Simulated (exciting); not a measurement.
**TaN: equation of state with PBEsol**

TaN:

```
Ta N
1.0
     0.00000    2.21132    2.21132
     2.21132    0.00000    2.21132
     2.21132    2.21132    0.00000
Ta N
1 1
Direct
  0.50000 0.50000 0.50000
  0.00000 0.00000 0.00000
```

The cell comes from a database or a generator and needn't be the stable form of this composition.

```yaml
Program: exciting (release sodium)
Task: equation of state
Functional: PBEsol
Potentials_or_basis: all-electron LAPW+lo, shipped species files, valence relativity iora*
rgkmax: 7.5
k_mesh: 10 × 10 × 10
Occupations: fermi-dirac, width 0.05 eV
Spin: no spin polarisation
```

| Item | Value |
| --- | --- |
| Equilibrium volume | 10.47 Å³/atom |
| Bulk modulus | 353 GPa |
| Pressure derivative of the bulk modulus | 4.3 |

Energy against volume, from the lowest point:
```csv
volume (Å³/atom),energy (meV/atom)
10.164,9.67
10.381,0.00
10.597,0.50
10.813,10.39
11.030,28.54
11.246,54.09
11.462,86.28
```

The run has no spin-orbit coupling, so splittings on Ta are missing.
